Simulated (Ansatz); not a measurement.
# SrO: the cell at several levels of theory

An exercise on one series of results from a longer session: the logs are not shown, and one member is left open.

Code: Ansatz 0.2.0. PAW datasets, plane waves, zero pressure. No spin polarisation and no zero-point or thermal motion.

**The structure to begin with**

The symmetry is P6_3mc (No. 186, hexagonal); conventional cell a = 4.275 Å, c = 5.156 Å, 20.40 Å³ an atom. Sr has 5 O at 2.47–2.58 Å; O has 5 Sr at 2.47–2.58 Å.

The structure in full:

```cif
data_structure
_symmetry_space_group_name_H-M 'P 1'
_symmetry_Int_Tables_number 1
_cell_length_a 4.2755
_cell_length_b 4.2755
_cell_length_c 5.1556
_cell_angle_alpha 90.000
_cell_angle_beta 90.000
_cell_angle_gamma 120.000
_cell_volume 81.62
loop_
_atom_site_label
_atom_site_type_symbol
_atom_site_fract_x
_atom_site_fract_y
_atom_site_fract_z
_atom_site_occupancy
Sr1 Sr 0.33333 0.66667 0.93813 1
Sr2 Sr 0.66667 0.33333 0.43813 1
O1 O 0.33333 0.66667 0.43687 1
O2 O 0.66667 0.33333 0.93687 1
```

The first run:

input.yaml reads:

```yaml
crystal:
  lattice:
    - [4.2754662656, 0.0, 0.0]
    - [-2.1377331328, 3.702662399, 0.0]
    - [0.0, 0.0, 5.15559499]
  atoms:
    - { symbol: Sr, position: [0.33333333, 0.66666667, 0.9381277] }
    - { symbol: Sr, position: [0.66666667, 0.33333333, 0.4381277] }
    - { symbol: O, position: [0.33333333, 0.66666667, 0.4368723] }
    - { symbol: O, position: [0.66666667, 0.33333333, 0.9368723] }
kpoints:
  mp_grid: { grid: [6, 6, 4] }
hamiltonian:
  xc: pbe
scf:
  occupations: { method: fermi_dirac, width: 0.02 }
relax:
  f_tol: 0.005
  cell: {}
```

The run is started by

```sh
> ansatz run input.yaml --threads 2 --pin off --max-ram 2211MiB --backend cpu --events-out ev --progress --plain --runs-dir out
```

Steps of the session up to this table: Relaxation with PBE; Relaxation with r2SCAN; PBEsol: cell and atoms; LDA: cell and atoms; Relaxation with HSE06.

One table of the session follows, with a row left open; its other results are not shown here.

```
 level  a (Å)  c (Å)  volume (Å³/atom)
   PBE  4.290  5.183            20.649
r2SCAN  4.270  5.144            20.308
PBEsol  4.236  5.110            19.847
   LDA      ?      ?                 ?
 HSE06  4.264  5.138            20.220
```

Estimate the missing values for LDA.

**Answer.** a (Å): 4.189; c (Å): 5.050; volume (Å³/atom): 19.189. In the column «a (Å)» it is the lowest.

In words: From the start to the first minimum the volume moved by +1.2 %. LDA gives the smallest cell and PBE the largest; they differ by 7.6 % in volume, a mean of 2.5 % in length.

To keep in mind: Warnings in the runs' records: structure snapped to symmetry.
